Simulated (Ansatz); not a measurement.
# Os: response to strain

Aim: deform Os (equal xy, yz and zx engineering shear strains of -1 %) and compute stress, forces and field gradients with LAPW, PAW and all-electron datasets made for the crystal.

Method: DFT PBE, scalar-relativistic, in Ansatz 0.2.0.

## Step 1: The system as given

It takes space group Fm-3m (No. 225, cubic). The conventional cell has a = 3.890 Å, b = 3.890 Å, c = 3.890 Å, α = 90.00°, β = 90.00°, γ = 90.00°. Around Os (site symmetry m-3m) lie 12 Os at 2.75 Å.

As a file:

```
Os
1.0
     0.00000    1.94500    1.94500
     1.94500    0.00000    1.94500
     1.94500    1.94500    0.00000
Os
1
Direct
  0.00000 0.00000 0.00000
```

## Step 2: After the deformation

Space group Fm-3m before, R-3m after.

## Step 3: Full-potential LAPW

input.yaml

```yaml
crystal:
  lattice:
    - [-0.01945, 1.935275, 1.935275]
    - [1.935275, -0.01945, 1.935275]
    - [1.935275, 1.935275, -0.01945]
  atoms:
    - { symbol: Os, position: [0.0, 0.0, 0.0] }
kpoints:
  mp_grid: { grid: [14, 14, 14] }
  band_path:
    path:
      - [0.0, 0.0, 0.0]
      - [0.5, 0.5, 0.5]
      - [0.2525443832, 0.5, 0.7474556168]
      - [-0.2525443832, 0.2525443832, 0.5]
      - [0.0, 0.0, 0.5]
      - [0.0, 0.0, 0.0]
      - [-0.3762721916, 0.0, 0.3762721916]
      - [0.0, 0.3762721916, 0.6237278084]
      - [0.0, 0.5, 0.5]
    npoints: 5
scf:
  occupations: { method: fermi_dirac, width: 0.05 }
hamiltonian:
  xc: pbe
  pseudopotentials: { kind: all_electron, lapw: { basis_error: 0.0005 } }
output:
  forces: true
  stress: true
  eigenvalues: true
```

Launch:

```console
ansatz run input.yaml --threads 1 --pin off --max-ram 3072MiB --backend cpu --events-out ev --progress --plain --runs-dir out
```

What it wrote, shortened:

```text
LAPW: plane waves up to 8.876 Å⁻¹, error target 5.0e-4 eV per atom; small_component_spin mean_spin; Os in spheres of 1.368 Å, 40 of its electrons in bands, Dirac shells []
[...]
Pseudopotentials: kind: all_electron
Pseudopotential: Os, LAPW, valence charge 40, Koelling and Harmon's equation, gaussian nucleus
Functional definition: PBE
[...]
Crystal: 1 atoms, lattice volume = 14.715 Å³
Basis set: ecut = 300.18547719042465 eV, 169 PW (Γ), exchange–correlation at level 2
Bands: 24, of which v1, the nominal top of the filled ones, is band 20 counted from 1 (19 counted from 0)
Symmetry: 12 space group operations
Space group: R-3m (ITA 166), of the structure as read, at distance tolerance 2.5e-5 Å
k-points: 288 of 2744
[...]
SCF iter   1: F=—  HF=-469425.911246 eV  |F-HF|=—  |Δ(HF+E_count)|=         —  Δρ=2.52e-2  dr2=4.22e-2  ethr=1.05e-4  ⟨swp⟩=3.0  Hψ=44068  notcnv=0
[...]
the basis was enlarged: its passes take 157.1 KiB over the memory plan, 1 of 1 planned eigensolver slots
[...]
SCF iter   6: F=-469425.756898 eV  HF=-469425.756898 eV  |F-HF|=1.67e-8  |Δ(HF+E_count)|=   3.34e-7  Δρ=9.18e-6  dr2=1.13e-8  ethr=6.79e-10  ⟨swp⟩=3.0  Hψ=20700  notcnv=0
[...]
NSCF: frozen V_eff on 41 k-points
SCF converged after 6 iterations
Free energy (F): -469425.756898 eV
[...]
E sigma→0 (E₀):  -469425.751855 eV
Entropy (-TS):   -0.010085 eV (-10.085 meV/atom)
Fermi energy:    30.710213 eV
[...]
--- Forces (eV/Å), atoms counted from 1 ---
  atom   1  Os     0.00000000    -0.00000000    -0.00000000
[...]
--- Stress (GPa, compression-positive) ---
       -9.279379       2.514377       2.514377
        2.514377      -9.279379       2.514377
        2.514377       2.514377      -9.279379
  P = ⅓ Tr σ = -9.2794 GPa (-92.794 kbar)
--- Band table (eV; the first three rows and the last of 288) ---
  k-point 0: bands = ["-236.6549", "-236.6532", "-236.6532", "-236.6381", "-236.6381", "-55.6640", "-16.2242", "-16.1991", "-16.1991", "-16.1991", "-16.1946", "-16.1943", "-16.1943", "-14.6218", "-14.6218", "-14.5923", "20.3570", "27.8746", "27.8746", "28.1315", "30.8013", "30.8013", [...]
[...]
```

Run time: 22 s. Hardware: 1 thread of Intel Xeon Platinum 8488C (Sapphire Rapids), shared host; peak memory 0.58 GiB.

In short: pressure -9.28 GPa; no gap.

## Step 4: PAW with frozen cores

input.yaml

```yaml
crystal:
  lattice:
    - [-0.01945, 1.935275, 1.935275]
    - [1.935275, -0.01945, 1.935275]
    - [1.935275, 1.935275, -0.01945]
  atoms:
    - { symbol: Os, position: [0.0, 0.0, 0.0] }
kpoints:
  mp_grid: { grid: [14, 14, 14] }
scf:
  occupations: { method: fermi_dirac, width: 0.05 }
hamiltonian:
  xc: pbe
  pseudopotentials: { kind: paw }
output:
  forces: true
  stress: true
  eigenvalues: true
  efg: { contact_densities: true }
```

Launch:

```console
ansatz run input.yaml --threads 1 --pin off --max-ram 3072MiB --backend cpu --events-out ev --progress --plain --runs-dir out
```

What it wrote, shortened:

```text
Os: output.efg is read without spin–orbit coupling, which moves field gradients at and beside such atoms by some per cent and up to a factor of two; PAW files take it under magnetization.noncollinear and magnetization.spin_orbit
[...]
Pseudopotentials: kind: paw
Pseudopotential: Os, paw, valence charge 16, recommended cutoff 420 eV (normal)
Functional definition: PBE
[...]
Crystal: 1 atoms, lattice volume = 14.715 Å³
Basis set: ecut = 420 eV, 283 PW (Γ), exchange–correlation on 40×40×40 points (8 copies of the dense FFT grid, shifted against one another)
Bands: 12, of which v1, the nominal top of the filled ones, is band 8 counted from 1 (7 counted from 0)
Symmetry: 12 space group operations
Space group: R-3m (ITA 166), of the structure as read, at distance tolerance 2.5e-5 Å
k-points: 288 of 2744
[...]
SCF converged after 6 iterations
Free energy (F): -11384.390642 eV
[...]
E sigma→0 (E₀):  -11384.385600 eV
Entropy (-TS):   -0.010082 eV (-10.082 meV/atom)
Fermi energy:    24.327241 eV
[...]
--- Forces (eV/Å), atoms counted from 1 ---
  atom   1  Os    -0.00000000    -0.00000000     0.00000000
[...]
--- Stress (GPa, compression-positive) ---
       -9.296130       2.515606       2.515606
        2.515606      -9.296130       2.515606
        2.515606       2.515606      -9.296130
  P = ⅓ Tr σ = -9.2961 GPa (-92.961 kbar)
--- PAW observables at the nuclei: V_zz in 10²¹ V/m², potentials from the cell's mean, atoms counted from 1 ---
  atom   1  Os V_zz =    -2.522428   η = 0.0000   by run symmetry: allowed
            electrostatic potential = -15468.119068 V   contact ρ = 10311543.453202 e/Å³
--- Band table (eV; the first three rows and the last of 288) ---
  k-point 0: bands = ["-62.0402", "-21.0022", "-21.0022", "-20.9728", "13.9673", "21.4899", "21.4899", "21.7467", "24.4175", "24.4175", "37.7671", "43.0628"]
[...]
```

Run time: 2.8 s. Hardware: 1 thread of Intel Xeon Platinum 8488C (Sapphire Rapids), shared host; peak memory 0.42 GiB.

Read from it: pressure -9.30 GPa; no gap; Vzz Os -2.52 (η = 0.00) (10²¹ V/m²).

## Step 5: All-electron PAW on datasets made for the crystal

input.yaml, as its differences from that of step 4:

```diff
@@ -13,3 +13,3 @@
   xc: pbe
-  pseudopotentials: { kind: paw }
+  pseudopotentials: { kind: all_electron, datasets: crystal }
 output:
```

Launch:

```console
ansatz run input.yaml --threads 1 --pin off --max-ram 3072MiB --backend cpu --events-out ev --progress --plain --runs-dir out
```

What it wrote, shortened:

```text
[...]
Os: output.efg is read without spin–orbit coupling, which moves field gradients at and beside such atoms by some per cent and up to a factor of two; PAW files take it under magnetization.noncollinear and magnetization.spin_orbit
[...]
Pseudopotentials: kind: all_electron
Pseudopotential: Os, paw, valence charge 30, recommended cutoff 300 eV (normal), Koelling and Harmon's equation, gaussian nucleus
Functional definition: PBE
[...]
Crystal: 1 atoms, lattice volume = 14.715 Å³
Basis set: ecut = 300 eV, 169 PW (Γ), exchange–correlation on 32×32×32 points (8 copies of the dense FFT grid, shifted against one another)
Bands: 8, of which v1, the nominal top of the filled ones, is band 4 counted from 1 (3 counted from 0)
Symmetry: 12 space group operations
Space group: R-3m (ITA 166), of the structure as read, at distance tolerance 2.5e-5 Å
k-points: 288 of 2744
[...]
Fermi energy:    30.710236 eV
[...]
  The terms above E_closure are by the made datasets' own strengths, without shells solved beside the bands.
--- Forces (eV/Å), atoms counted from 1 ---
  atom   1  Os     0.00000000     0.00000000    -0.00000000
[...]
--- Stress (GPa, compression-positive) ---
       -9.278015       2.513579       2.513579
        2.513579      -9.278015       2.513579
        2.513579       2.513579      -9.278015
  P = ⅓ Tr σ = -9.2780 GPa (-92.780 kbar)
  It holds what live shells' own plane waves past their cutoff add
--- PAW observables at the nuclei: V_zz in 10²¹ V/m², potentials from the cell's mean, atoms counted from 1 ---
  atom   1  Os V_zz =    -2.541606   η = 0.0000   by run symmetry: allowed
            electrostatic potential = -15468.110976 V   contact ρ = 10306055.370748 e/Å³
--- Band table (eV; the first three rows and the last of 288) ---
  k-point 0: bands = ["20.3570", "27.8747", "27.8747", "28.1315", "30.8013", "30.8013", "44.1390"]
[...]
```

Run time: 9.2 s. Hardware: 1 thread of Intel Xeon Platinum 8488C (Sapphire Rapids), shared host; peak memory 0.52 GiB.

Result: pressure -9.28 GPa; no gap; Vzz Os -2.54 (η = 0.00) (10²¹ V/m²).

## Step 6: Stress and forces compared

Stress (GPa, compression positive):

```tsv
method	xx	yy	zz	yz	xz	xy
LAPW	-9.28	-9.28	-9.28	2.51	2.51	2.51
PAW	-9.30	-9.30	-9.30	2.52	2.52	2.52
crystal datasets	-9.28	-9.28	-9.28	2.51	2.51	2.51
```

| method | pressure (GPa) | Vzz Os (10²¹ V/m²) | SCF cycles, all passes |
| --- | --- | --- | --- |
| LAPW | -9.28 | – | 6 |
| PAW | -9.30 | -2.52 | 6 |
| crystal datasets | -9.28 | -2.54 | 7 |

## Step 7: Outcome

| quantity | value |
| --- | --- |
| pressure | LAPW -9.28, PAW -9.30, crystal datasets -9.28 GPa |
| largest shear or deviatoric stress (LAPW) | 2.51 GPa |

What this shows: The largest part of the stress beyond the pressure is 2.51 GPa in size. No run of the undeformed cell stands beside it, so the pressure holds what the given cell had before the change. PAW: stress within 0.02 GPa of LAPW. Crystal datasets: stress within 0.01 GPa of LAPW. Spin-orbit coupling is left out, though the cell holds Os; in elements this heavy it can shift bands and gaps by tenths of an eV.
